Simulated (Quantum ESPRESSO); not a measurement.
Here is a Quantum ESPRESSO 7.5 calculation.

Contents of pw.in:

```
&CONTROL
  calculation = 'scf'
  prefix = 'pwscf'
  outdir = './tmp'
  pseudo_dir = './pseudo'
  tprnfor = .true.
  tstress = .true.
  disk_io = 'low'
/
&SYSTEM
  ibrav = 0
  nat = 2
  ntyp = 2
  ecutwfc = 88
  nbnd = 15
  occupations = 'smearing'
  smearing = 'fd'
  degauss = 0.00367493
/
&ELECTRONS
  conv_thr = 4d-10
  electron_maxstep = 120
  mixing_beta = 0.5
/
ATOMIC_SPECIES
Ga    69.7230 Ga_ONCV_PBE-1.2.upf
N     14.0070 N_ONCV_PBE-1.2.upf
CELL_PARAMETERS bohr
   0.0000000000    4.2584989699    4.2584989699
   4.2584989699    0.0000000000    4.2584989699
   4.2584989699    4.2584989699    0.0000000000
ATOMIC_POSITIONS bohr
Ga     0.0000000000    0.0000000000    0.0000000000
N      2.1292494849    2.1292494849    2.1292494849
K_POINTS automatic
10 10 10 0 0 0
```

File bands.in:

```
&CONTROL
  calculation = 'bands'
  prefix = 'pwscf'
  outdir = './tmp'
  pseudo_dir = './pseudo'
  disk_io = 'low'
  verbosity = 'high'
/
&SYSTEM
  ibrav = 0
  nat = 2
  ntyp = 2
  ecutwfc = 88
  nbnd = 15
  occupations = 'smearing'
  smearing = 'fd'
  degauss = 0.00367493
/
&ELECTRONS
  conv_thr = 1d-08
  electron_maxstep = 120
  mixing_beta = 0.5
  diago_full_acc = .true.
  startingwfc = 'random'
/
ATOMIC_SPECIES
Ga    69.7230 Ga_ONCV_PBE-1.2.upf
N     14.0070 N_ONCV_PBE-1.2.upf
CELL_PARAMETERS bohr
   0.0000000000    4.2584989699    4.2584989699
   4.2584989699    0.0000000000    4.2584989699
   4.2584989699    4.2584989699    0.0000000000
ATOMIC_POSITIONS bohr
Ga     0.0000000000    0.0000000000    0.0000000000
N      2.1292494849    2.1292494849    2.1292494849
K_POINTS crystal
60
 0.0000000000  0.0000000000  0.0000000000 1
 0.0625000000  0.0000000000  0.0625000000 1
 0.1250000000  0.0000000000  0.1250000000 1
 0.1875000000  0.0000000000  0.1875000000 1
 0.2500000000  0.0000000000  0.2500000000 1
 0.3125000000  0.0000000000  0.3125000000 1
 0.3750000000  0.0000000000  0.3750000000 1
 0.4375000000  0.0000000000  0.4375000000 1
 0.5000000000  0.0000000000  0.5000000000 1
 0.5000000000  0.0625000000  0.5625000000 1
 0.5000000000  0.1250000000  0.6250000000 1
 0.5000000000  0.1875000000  0.6875000000 1
 0.5000000000  0.2500000000  0.7500000000 1
 0.4375000000  0.3125000000  0.7500000000 1
 0.3750000000  0.3750000000  0.7500000000 1
 0.3375000000  0.3375000000  0.6750000000 1
 0.3000000000  0.3000000000  0.6000000000 1
 0.2625000000  0.2625000000  0.5250000000 1
 0.2250000000  0.2250000000  0.4500000000 1
 0.1875000000  0.1875000000  0.3750000000 1
 0.1500000000  0.1500000000  0.3000000000 1
 0.1125000000  0.1125000000  0.2250000000 1
 0.0750000000  0.0750000000  0.1500000000 1
 0.0375000000  0.0375000000  0.0750000000 1
 0.0000000000  0.0000000000  0.0000000000 1
 0.0625000000  0.0625000000  0.0625000000 1
 0.1250000000  0.1250000000  0.1250000000 1
 0.1875000000  0.1875000000  0.1875000000 1
 0.2500000000  0.2500000000  0.2500000000 1
 0.3125000000  0.3125000000  0.3125000000 1
 0.3750000000  0.3750000000  0.3750000000 1
 0.4375000000  0.4375000000  0.4375000000 1
 0.5000000000  0.5000000000  0.5000000000 1
 0.5250000000  0.4500000000  0.5250000000 1
 0.5500000000  0.4000000000  0.5500000000 1
 0.5750000000  0.3500000000  0.5750000000 1
 0.6000000000  0.3000000000  0.6000000000 1
 0.6250000000  0.2500000000  0.6250000000 1
 0.5833333333  0.2500000000  0.6666666667 1
 0.5416666667  0.2500000000  0.7083333333 1
 0.5000000000  0.2500000000  0.7500000000 1
 0.5000000000  0.2857142857  0.7142857143 1
 0.5000000000  0.3214285714  0.6785714286 1
 0.5000000000  0.3571428571  0.6428571429 1
 0.5000000000  0.3928571429  0.6071428571 1
 0.5000000000  0.4285714286  0.5714285714 1
 0.5000000000  0.4642857143  0.5357142857 1
 0.5000000000  0.5000000000  0.5000000000 1
 0.4821428571  0.4821428571  0.5357142857 1
 0.4642857143  0.4642857143  0.5714285714 1
 0.4464285714  0.4464285714  0.6071428571 1
 0.4285714286  0.4285714286  0.6428571429 1
 0.4107142857  0.4107142857  0.6785714286 1
 0.3928571429  0.3928571429  0.7142857143 1
 0.3750000000  0.3750000000  0.7500000000 1
 0.6250000000  0.2500000000  0.6250000000 1
 0.5937500000  0.1875000000  0.5937500000 1
 0.5625000000  0.1250000000  0.5625000000 1
 0.5312500000  0.0625000000  0.5312500000 1
 0.5000000000  0.0000000000  0.5000000000 1
```

Potentials or basis: SG15 PBE 1.2.

Command:

```sh
$ OMP_NUM_THREADS=1 pw.x -in pw.in > pw.out
$ OMP_NUM_THREADS=1 pw.x -in bands.in > bands.out
```

Question: Estimate the band gap along the path.

Answer: 1.78 eV, direct.

Question: What does it give for the pressure?

Answer: 5.4 GPa.

Levels at the corners of the path, in eV from the valence-band top:
| point | band 7 | band 8 | band 9 | band 10 | band 11 | band 12 |
| --- | --- | --- | --- | --- | --- | --- |
| Γ | 0.00 | 0.00 | 0.00 | 1.78 | 10.36 | 10.36 |
| X | -6.11 | -2.69 | -2.69 | 3.38 | 6.69 | 11.72 |
| W | -5.67 | -3.68 | -3.62 | 6.24 | 8.41 | 10.31 |
| K | -5.84 | -4.24 | -2.16 | 5.03 | 7.88 | 11.08 |
| Γ | 0.00 | 0.00 | 0.00 | 1.78 | 10.36 | 10.36 |
| L | -7.01 | -0.96 | -0.96 | 4.68 | 8.74 | 10.40 |
| U | -5.84 | -4.24 | -2.16 | 5.03 | 7.88 | 11.08 |
| W | -5.67 | -3.68 | -3.62 | 6.24 | 8.41 | 10.31 |
| L | -7.01 | -0.96 | -0.96 | 4.68 | 8.74 | 10.40 |
| K | -5.84 | -4.24 | -2.16 | 5.03 | 7.88 | 11.08 |
| U | -5.84 | -4.24 | -2.16 | 5.03 | 7.88 | 11.08 |
| X | -6.11 | -2.69 | -2.69 | 3.38 | 6.69 | 11.72 |

**Experimental background.**

A printed reference work, textbook reports, for a bulk crystal of GaN at 0 K: band gap 3.299 eV (direct).

Against the measured gap of GaN, 3.299 eV (direct; 0 K; a printed reference work, textbook), the calculated 1.78 eV is off by -1.52 eV. Spin-orbit coupling on Ga is left out. The value is that of PBE, without temperature or zero-point motion. Semilocal functionals fall short of measured gaps as a rule. The cell is a database's relaxed one, not the measured one, which moves gaps too.
